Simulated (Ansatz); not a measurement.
# HfC (CsCl type): equation of state

One table from this session's results is given with a row withheld; the runs are named, their logs left out.

Method: DFT PBE, scalar-relativistic, plane waves, PAW, in Ansatz 0.2.0.

## The system as given

The structure is cubic, space group Pm-3m (No. 221). The conventional cell has a = 2.901 Å, b = 2.901 Å, c = 2.901 Å, α = 90.00°, β = 90.00°, γ = 90.00°. Hf (site symmetry m-3m) has 8 C at 2.51 Å as nearest neighbours. Around C (site symmetry m-3m) lie 8 Hf at 2.51 Å.

Structure file:

```cif
data_structure
_symmetry_space_group_name_H-M 'P 1'
_symmetry_Int_Tables_number 1
_cell_length_a 2.9009
_cell_length_b 2.9009
_cell_length_c 2.9009
_cell_angle_alpha 90.000
_cell_angle_beta 90.000
_cell_angle_gamma 90.000
_cell_volume 24.41
loop_
_atom_site_label
_atom_site_type_symbol
_atom_site_fract_x
_atom_site_fract_y
_atom_site_fract_z
_atom_site_occupancy
Hf1 Hf 0.00000 0.00000 0.00000 1
C1 C 0.50000 0.50000 0.50000 1
```

This cell comes from an earlier session at PBE: 12.206 Å³/atom at 0.01 GPa, on a 12×12×12 mesh.

Volume factors to run: 0.980, 1.020, 0.960, 1.040, 1.070, 1.100, 0.945.

The first run:

Contents of input.yaml:

```yaml
crystal:
  lattice:
    - [2.8814192901, 0.0, 0.0]
    - [0.0, 2.8814192901, 0.0]
    - [0.0, 0.0, 2.8814192901]
  atoms:
    - { symbol: Hf, position: [0.0, 0.0, 0.0] }
    - { symbol: C, position: [0.5, 0.5, 0.5] }
basis:
  ecutwfc: 420
  ecutrho_ratio: 4
kpoints:
  mp_grid: { grid: [12, 12, 12] }
hamiltonian:
  xc: pbe
scf:
  occupations: { method: gaussian, width: 0.05 }
output:
  forces: true
  stress: true
  eigenvalues: true
```

On the command line:

```
ansatz run input.yaml --threads 2 --pin off --max-ram 2662MiB --backend cpu --events-out ev --progress --plain --runs-dir out
```

Steps of the session up to this table: Volume × 0.980; Scaling the volume by 1.020; At 0.960 of the relaxed volume; Scaling the volume by 1.040; At 1.070 of the relaxed volume; At 1.100 of the relaxed volume; Scaling the volume by 0.945.

One table of the session follows, with a row left open; its other results are not shown here.

It belongs to the step «The fit». 

```
volume (Å³/atom)  energy (meV/atom)  pressure (GPa)
          11.534              25.41           12.86
          11.717              13.07            8.97
          11.962                  ?               ?
          12.206               0.00            0.01
          12.450               2.97           -3.84
          12.694              11.50           -7.33
          13.060              33.68          -11.96
          13.426              65.72          -15.92
```

Q: Estimate the row for volume (Å³/atom) = 11.962 from the others.

Worked estimate for «energy (meV/atom)». A straight line through the neighbours (11.717, 13.07) and (12.206, 0.00) gives 13.07 + (0.00 − 13.07) × (11.962 − 11.717) / (12.206 − 11.717) = 6.52; a parabola fitted to 4 rows on both sides gives 3.20.

The run gave: energy (meV/atom): 3.14; pressure (GPa): 4.26. In «energy (meV/atom)» the line misses by +3.38 and the parabola by +0.06.
